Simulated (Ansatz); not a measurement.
A (100) slab of TaSi2 (P6_422 (No. 181)), 18 planes, outer planes Si (top) and Si (bottom), with 27 atoms (Ta9Si18) in a surface cell of A = 31.704 Å², as cut from the bulk:

```yaml
crystal:
  lattice:
    - [4.80564, 0.00000, 0.00000]
    - [0.00000, 6.59717, 0.00000]
    - [0.00000, 0.00000, 26.82405]
  atoms:
    - { symbol: Si, position: [0.00000, 0.66667, 0.27960] }
    - { symbol: Ta, position: [0.25000, 0.00000, 0.30786] }
    - { symbol: Ta, position: [0.75000, 0.33333, 0.30786] }
    - { symbol: Si, position: [0.50000, 0.66667, 0.33613] }
    - { symbol: Si, position: [0.26163, 0.33333, 0.36078] }
    - { symbol: Si, position: [0.73837, 0.00000, 0.36078] }
    - { symbol: Ta, position: [0.00000, 0.66667, 0.38544] }
    - { symbol: Si, position: [0.26163, 0.00000, 0.41010] }
    - { symbol: Si, position: [0.73837, 0.33333, 0.41010] }
    - { symbol: Si, position: [0.50000, 0.66667, 0.43475] }
    - { symbol: Ta, position: [0.75000, 0.00000, 0.46302] }
    - { symbol: Ta, position: [0.25000, 0.33333, 0.46302] }
    - { symbol: Si, position: [0.00000, 0.66667, 0.49128] }
    - { symbol: Si, position: [0.76163, 0.33333, 0.51594] }
    - { symbol: Si, position: [0.23837, 0.00000, 0.51594] }
    - { symbol: Ta, position: [0.50000, 0.66667, 0.54059] }
    - { symbol: Si, position: [0.76163, 0.00000, 0.56525] }
    - { symbol: Si, position: [0.23837, 0.33333, 0.56525] }
    - { symbol: Si, position: [0.00000, 0.66667, 0.58990] }
    - { symbol: Ta, position: [0.25000, 0.00000, 0.61817] }
    - { symbol: Ta, position: [0.75000, 0.33333, 0.61817] }
    - { symbol: Si, position: [0.50000, 0.66667, 0.64643] }
    - { symbol: Si, position: [0.26163, 0.33333, 0.67109] }
    - { symbol: Si, position: [0.73837, 0.00000, 0.67109] }
    - { symbol: Ta, position: [0.00000, 0.66667, 0.69574] }
    - { symbol: Si, position: [0.26163, 0.00000, 0.72040] }
    - { symbol: Si, position: [0.73837, 0.33333, 0.72040] }
```

Computed with DFT PBE, scalar-relativistic, plane waves, PAW (Ansatz 0.2.0). Cutoff 420 eV; k points 7×6×1 on the computed 27-atom cell (Γ-centred); Gaussian smearing, width 0.10 eV; no spin polarisation. The cell repeats along c with a dipole correction in the vacuum.

Against the same 27 atoms in the bulk, the slab as cut lies 10.142 eV higher and the relaxed slab 9.519 eV higher.

(1) Work out the surface energy before and after relaxation.

(2) What is the ideal work of this cut, per area?

## Answers

(1) The slab has two faces, so γ = (E_slab − N·E_bulk)/(2A), the mean of both. As cut: 10.142/(2 × 31.704) = 0.1599 eV/Å², and 1 eV/Å² = 16.02 J/m², so γ = 2.56 J/m². Relaxed: 9.519/(2 × 31.704) = 0.1501 eV/Å² = 2.40 J/m². Relaxation recovers 6 % of the cost of cutting.

(2) Griffith's ideal work is 2γ: 5.12 J/m² if the new faces stay rigid, 4.81 J/m² if they relax. Other cuts parallel to this plane can cost less. One thickness was run, 18 planes, so γ can still shift with it.